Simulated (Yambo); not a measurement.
## BN: optical spectrum with PBE

Crystal: BN.

```
N B
1.0
     2.49824    0.00000    0.00000
    -1.24912    2.16354    0.00000
     0.00000    0.00000    6.63570
N B
2 2
Direct
  0.66667 0.33333 0.25000
  0.33333 0.66667 0.75000
  0.66667 0.33333 0.75000
  0.33333 0.66667 0.25000
```

```json
{"Program": "Yambo 5.3.0", "Task": "optical spectrum", "Functional": "PBE", "Potentials or basis": "PseudoDojo 0.4.1 SR PBE standard", "Cutoff": "1143 eV", "Density cutoff": "4572 eV", "k mesh": "12 × 12 × 4", "Occupations": "fixed", "Spin": "no spin polarisation", "k mesh of the self-consistent run": "12 × 12 × 4", "Direction of the field or of q to 0": "x", "Broadening": "0.1 eV", "Kernel": "long-range correction", "Strength of the long-range kernel": "-0.2", "Top of the energy range": "20 eV", "Energy points": "200", "Correction of the levels": "none", "Bands in the response": "33", "Cutoff of the response matrix": "3 Ry"}
```

```
Band gap on the k mesh, mean-field level                              : 4.32 eV, indirect (least direct gap 4.69 eV)
Electronic dielectric constant along the field                        : 4.76
Electronic dielectric constant along the field, independent particles : 4.77
```

Dielectric function (along the field direction of the input):
```
energy (eV)  real part  imaginary part
       0.30       4.77            0.05
       0.90       4.82            0.05
       1.61       4.97            0.06
       2.31       5.24            0.08
       3.02       5.72            0.11
       3.62       6.46            0.19
       4.32       8.56            0.60
       5.03       8.88            5.02
       5.73       2.66            8.83
       6.33      -2.95            4.65
       7.04      -0.41            3.83
       7.74       0.59            1.12
       8.44       0.73            1.37
       9.05       1.15            0.98
       9.75       1.90            0.84
      10.45       2.26            0.84
      11.16       3.25            0.76
      11.76       3.58            0.94
      12.46       4.94            0.98
      13.17       7.24            4.71
      13.87       4.35            8.41
      14.47       0.51            6.70
      15.18      -2.25            5.69
      15.88      -0.62            2.25
      16.58      -1.60            2.19
      17.19       0.19            3.68
      17.89      -1.21            2.64
      18.59      -0.88            1.47
      19.30      -1.16            1.47
      20.00      -0.30            1.52
```

It took 100 s on 1 thread of AMD EPYC 7R43 64-Core Processor (Zen 3), with other jobs on the host.

Caveat: the long-range kernel's strength is typed, not fitted to the crystal's screening; spectra need much finer meshes, so this one isn't converged; independent-particle spectra lack excitons. A k mesh can miss the band edges.
